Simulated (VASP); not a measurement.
# BeS (F-43m) in VASP: a series of runs, part 3 of 3

VASP 6.6.1. The steps go on from the part before.

### 5 Band structure, r2SCAN-EpsX

POSCAR reads:

```
BeS
1.0
    0.0000000000      2.4250000000      2.4250000000
    2.4250000000      0.0000000000      2.4250000000
    2.4250000000      2.4250000000      0.0000000000
S Be
1 1
Direct
    0.7500000000      0.7500000000      0.7500000000
    0.0000000000      0.0000000000      0.0000000000
```

INCAR.step1 reads:

```
ALGO     = Normal         # electronic algorithm
EDIFF    = 1E-8           # SCF threshold, eV
ENCUT    = 520            # plane-wave cutoff, eV
GGA      = PE             # functional
ISIF     = 2              # what is computed and relaxed
ISMEAR   = 0              # smearing method
KPAR     = 4            
LASPH    = T              # aspherical terms in the spheres
LCHARG   = F              # write CHGCAR
LEPSILON = T              # dielectric tensor by DFPT
LREAL    = F              # projectors in reciprocal space
LWAVE    = F              # write WAVECAR
NELM     = 100            # most SCF steps
PREC     = Accurate       # precision mode
SIGMA    = 0.02           # smearing width, eV
```

KPOINTS.step1 reads:

```
Automatic mesh
0
G
  10 10 10
  0 0 0
```

INCAR.step2 reads:

```
ALGO     = Normal         # electronic algorithm
EDIFF    = 1E-5           # SCF threshold, eV
ENCUT    = 520            # plane-wave cutoff, eV
GGA      = PE             # functional
ISIF     = 2              # what is computed and relaxed
ISMEAR   = 0              # smearing method
KPAR     = 4            
LASPH    = T              # aspherical terms in the spheres
LCHARG   = F              # write CHGCAR
LREAL    = F              # projectors in reciprocal space
LWAVE    = T              # write WAVECAR
NELM     = 100            # most SCF steps
PREC     = Accurate       # precision mode
SIGMA    = 0.02           # smearing width, eV
```

KPOINTS.step2 reads:

```
k-points
0
Gamma
  6 6 6
```

INCAR.step3 reads:

```
AEXX     = 0.189          # exact-exchange fraction
ALGO     = Normal         # electronic algorithm
EDIFF    = 1E-7           # SCF threshold, eV
ENCUT    = 520            # plane-wave cutoff, eV
HFRCUT   = -1           
ISIF     = 2              # what is computed and relaxed
ISMEAR   = 0              # smearing method
ISTART   = 1            
KPAR     = 4            
LASPH    = T              # aspherical terms in the spheres
LCHARG   = F              # write CHGCAR
LHFCALC  = T              # exact exchange
LMIXTAU  = T            
LREAL    = F              # projectors in reciprocal space
LWAVE    = F              # write WAVECAR
METAGGA  = R2SCAN         # meta-GGA
NELM     = 100            # most SCF steps
PREC     = Accurate       # precision mode
PRECFOCK = Fast         
SIGMA    = 0.02           # smearing width, eV
```

KPOINTS.step3 reads:

```
k-points
0
Gamma
  6 6 6
```

KPOINTS_OPT reads:

```
path GXWKGLUWLK,UX
8
line-mode
reciprocal
 0.0000000000  0.0000000000  0.0000000000  G
 0.5000000000  0.0000000000  0.5000000000  X

 0.5000000000  0.0000000000  0.5000000000  X
 0.5000000000  0.2500000000  0.7500000000  W

 0.5000000000  0.2500000000  0.7500000000  W
 0.3750000000  0.3750000000  0.7500000000  K

 0.3750000000  0.3750000000  0.7500000000  K
 0.0000000000  0.0000000000  0.0000000000  G

 0.0000000000  0.0000000000  0.0000000000  G
 0.5000000000  0.5000000000  0.5000000000  L

 0.5000000000  0.5000000000  0.5000000000  L
 0.6250000000  0.2500000000  0.6250000000  U

 0.6250000000  0.2500000000  0.6250000000  U
 0.5000000000  0.2500000000  0.7500000000  W

 0.5000000000  0.2500000000  0.7500000000  W
 0.5000000000  0.5000000000  0.5000000000  L

 0.5000000000  0.5000000000  0.5000000000  L
 0.3750000000  0.3750000000  0.7500000000  K

 0.6250000000  0.2500000000  0.6250000000  U
 0.5000000000  0.0000000000  0.5000000000  X
```

On the command line:

```
> cat potpaw_PBE.64/S/POTCAR potpaw_PBE.64/Be/POTCAR > POTCAR
> cp INCAR.step1 INCAR
> cp KPOINTS.step1 KPOINTS
> mpirun -np 4 vasp_std > vasp.out
> cp INCAR.step2 INCAR
> cp KPOINTS.step2 KPOINTS
> mpirun -np 4 vasp_std > vasp.out
> cp INCAR.step3 INCAR
> cp KPOINTS.step3 KPOINTS
> mpirun -np 4 vasp_std > vasp.out
```

It took 2.4 min on 4 MPI ranks of Intel Xeon Platinum 8488C (Sapphire Rapids), shared host; peak memory 0.23 GiB.

The run converged. Its results:

| Property | Result |
| --- | --- |
| Free energy | -15.3299 eV |
| Pressure | 0.7 GPa |
| Band gap on the k mesh | 4.67 eV, indirect (least direct gap 7.54 eV) |
| Band gap along the path | 4.67 eV, indirect (least direct gap 7.54 eV) |

Levels at the corners of the path, in eV from the valence-band top:
```tsv
point	band 1	band 2	band 3	band 4	band 5	band 6	band 7	band 8
Γ	-15.23	0.00	0.00	0.00	7.54	7.54	7.54	7.86
X	-12.83	-5.58	-2.90	-2.90	4.67	6.58	15.44	15.44
X	-12.83	-5.58	-2.90	-2.90	4.67	6.58	15.44	15.44
W	-12.77	-4.74	-4.25	-3.62	8.20	10.03	10.62	10.98
W	-12.77	-4.74	-4.25	-3.62	8.20	10.03	10.62	10.98
K	-12.84	-5.06	-4.48	-2.40	6.01	9.41	12.91	13.76
K	-12.84	-5.06	-4.48	-2.40	6.01	9.41	12.91	13.76
Γ	-15.23	0.00	0.00	0.00	7.54	7.54	7.54	7.86
Γ	-15.23	0.00	0.00	0.00	7.54	7.54	7.54	7.86
L	-13.44	-6.39	-1.13	-1.13	7.31	8.44	8.44	13.37
L	-13.44	-6.39	-1.13	-1.13	7.31	8.44	8.44	13.37
U	-12.84	-5.06	-4.48	-2.40	6.01	9.41	12.91	13.75
U	-12.84	-5.06	-4.48	-2.40	6.01	9.41	12.91	13.76
W	-12.77	-4.74	-4.25	-3.62	8.20	10.03	10.62	10.98
W	-12.77	-4.74	-4.25	-3.62	8.20	10.03	10.62	10.98
L	-13.44	-6.39	-1.13	-1.13	7.31	8.44	8.44	13.37
L	-13.44	-6.39	-1.13	-1.13	7.31	8.44	8.44	13.37
K	-12.84	-5.06	-4.48	-2.40	6.01	9.41	12.91	13.75
U	-12.84	-5.06	-4.48	-2.40	6.01	9.41	12.91	13.76
X	-12.83	-5.58	-2.90	-2.90	4.67	6.58	15.44	15.44
```

Caveat: the PAW data sets were made with another functional, which shifts forces and pressure a little.

### 6 Band structure, r2SCAN

INCAR reads:

```
SYSTEM = BeS
  ALGO = Normal
  EDIFF = 1E-6
  ENCUT = 520
  ISIF = 2
  ISMEAR = -1
  LASPH = .TRUE.
  LCHARG = .FALSE.
  LMIXTAU = .TRUE.
  LREAL = .FALSE.
  LWAVE = .FALSE.
  METAGGA = R2SCAN
  NBANDS = 11
  NELM = 100
  PREC = Accurate
  SIGMA = 0.05
```

KPOINTS reads:

```
k-points
0
G
  9 9 9
  0 0 0
```

POSCAR is that of step 5.

Changes to KPOINTS_OPT since step 5:

```diff
@@ -1,3 +1,3 @@
 path GXWKGLUWLK,UX
-8
+20
 line-mode
```

Potentials or basis: VASP PAW PBE potentials, release 64 (S, Be).

On the command line:

```
> cat potpaw_PBE.64/S/POTCAR potpaw_PBE.64/Be/POTCAR > POTCAR
> mpirun -np 1 vasp_std > vasp.out
```

Run time: 1.8 min. Hardware: 1 thread of Intel Xeon Platinum 8488C (Sapphire Rapids), shared host; peak memory 0.16 GiB.

The run converged. Its results:

- Free energy: -14.7848 eV
- Pressure: 1.4 GPa
- Band gap on the k mesh: 3.67 eV, indirect (least direct gap 6.26 eV)
- Band gap along the path: 3.57 eV, indirect (least direct gap 6.25 eV)

Levels at the corners of the path, in eV from the valence-band top:
```
point  band 1  band 2  band 3  band 4  band 5  band 6  band 7  band 8
    Γ  -14.30    0.00    0.00    0.00    6.26    6.26    6.26    6.69
    X  -12.05   -5.19   -2.71   -2.71    3.57    5.38   13.87   13.87
    X  -12.05   -5.19   -2.71   -2.71    3.57    5.38   13.87   13.87
    W  -11.99   -4.40   -3.98   -3.41    6.97    8.73    9.27    9.54
    W  -11.99   -4.40   -3.98   -3.41    6.97    8.73    9.27    9.54
    K  -12.06   -4.71   -4.20   -2.25    4.85    8.10   11.42   12.26
    K  -12.06   -4.71   -4.20   -2.25    4.85    8.10   11.42   12.26
    Γ  -14.30    0.00    0.00    0.00    6.26    6.26    6.26    6.69
    Γ  -14.30    0.00    0.00    0.00    6.26    6.26    6.26    6.69
    L  -12.62   -5.96   -1.06   -1.06    6.10    7.14    7.14   12.06
    L  -12.62   -5.96   -1.06   -1.06    6.10    7.14    7.14   12.06
    U  -12.06   -4.71   -4.20   -2.25    4.85    8.10   11.42   12.26
    U  -12.06   -4.71   -4.20   -2.25    4.85    8.10   11.42   12.26
    W  -11.99   -4.40   -3.98   -3.41    6.97    8.73    9.27    9.54
    W  -11.99   -4.40   -3.98   -3.41    6.97    8.73    9.27    9.54
    L  -12.62   -5.96   -1.06   -1.06    6.10    7.14    7.14   12.06
    L  -12.62   -5.96   -1.06   -1.06    6.10    7.14    7.14   12.06
    K  -12.06   -4.71   -4.20   -2.25    4.85    8.10   11.42   12.26
    U  -12.06   -4.71   -4.20   -2.25    4.85    8.10   11.42   12.26
    X  -12.05   -5.19   -2.71   -2.71    3.57    5.38   13.87   13.87
```

Caveat: the PAW data sets were made with another functional, which shifts forces and pressure a little; the mesh misses the band edges, which the band path finds closer together. r2SCAN opens gaps a little over a GGA but as a rule still falls short of measured ones.

### 7 For comparison

An earlier run on the cell as given: functional PBEsol; potentials or basis VASP PAW PBE potentials, release 64 (S, Be); cutoff 520 eV; k mesh 9 × 9 × 9; occupations fermi-dirac, width 0.05 eV; no spin polarisation.

- Pressure: -0.6 GPa
- Band gap on the k mesh: 3.03 eV, indirect (least direct gap 5.61 eV)

### 8 The runs side by side

| task | level | k mesh | smearing | ladder | grid for exact exchange (PRECFOCK) | screening parameter | exchange at q = 0 | share of exact exchange | gap on the mesh (eV) | pressure (GPa) |
| --- | --- | --- | --- | --- | --- | --- | --- | --- | --- | --- |
| band structure | HSE06 | 6 × 6 × 6 | gaussian 0.02 eV | gaps | Fast | 0.2 1/A | - | - | 4.07 | 0.1 |
| band structure | HSE03 | 6 × 6 × 6 | gaussian 0.02 eV | gaps | Fast | - | - | - | 3.85 | 0.2 |
| band structure | PBE0 | 6 × 6 × 6 | gaussian 0.02 eV | gaps | Fast | - | truncated | - | 4.76 | 0.1 |
| band structure | r2SCAN-EpsX | 6 × 6 × 6 | gaussian 0.02 eV | gaps | Fast | - | truncated | 0.189 | 4.67 | 0.7 |
| band structure | r2SCAN | 9 × 9 × 9 | fermi-dirac 0.05 eV | - | - | - | - | - | 3.67 | 1.4 |
| single point | PBEsol | 9 × 9 × 9 | fermi-dirac 0.05 eV | free | - | - | - | - | 3.03 | -0.6 |

Alike in all rows: potentials or basis VASP PAW PBE potentials, release 64 (S, Be); no spin polarisation; cell as given; cutoff (eV) 520.

On the cell as given the gap runs from 3.03 eV (PBEsol) to 4.76 eV (PBE0); the meshes differ, which moves gaps too. The pressure there spans -0.6 GPa (PBEsol) to 1.4 GPa (r2SCAN); a positive pressure means that this level wants a larger cell, a negative one a smaller.

Caveats: the PAW data sets were made with another functional, which shifts forces and pressure a little; the mesh misses the band edges, which the band path finds closer together (some runs); an odd mesh through Γ misses points on the zone boundary, where band edges often lie (some runs).

Total energies depend on the potentials used, so only differences within one code and one set of settings carry meaning.
